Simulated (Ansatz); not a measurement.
Results of r²SCAN-D4 (Ansatz, an electronic-structure program, PAW) for tetradymite Sb2Te3.

Numerical settings: plane-wave cutoff 500 eV, 10×10×10 k mesh, Fermi–Dirac smearing 0.05 eV, scalar-relativistic PAW data made under PBE.

Computed at the level's own relaxed cell.

Task: Estimate the equilibrium volume per atom, equilibrium lattice constant a and c axis length that the calculation returns.

Result: 
- equilibrium volume per atom: 33.05 Å³/atom
- equilibrium lattice constant a: 4.290 Å
- c axis length: 31.111 Å

Measured, for comparison: lattice constant a 4.264 Å (302 K, no zero-point or thermal correction, our sources range from 4.256 to 4.264; as tabulated in Anderson, Krause, Acta Cryst. B 30, 1307 (1974), by the American Mineralogist …); lattice parameter c 30.458 Å (302 K, no zero-point or thermal correction, our sources range from 30.363 to 30.458; as tabulated in Anderson, Krause, Acta Cryst. B 30, 1307 (1974), by the American Mineralogist …). Computed (rounded) less measured: lattice constant a +0.6 % (+0.6 % to +0.8 % over the range), lattice parameter c +2.1 % (+2.1 % to +2.5 % over the range).

Spin–orbit coupling is not included.

Computed values are for the static lattice.
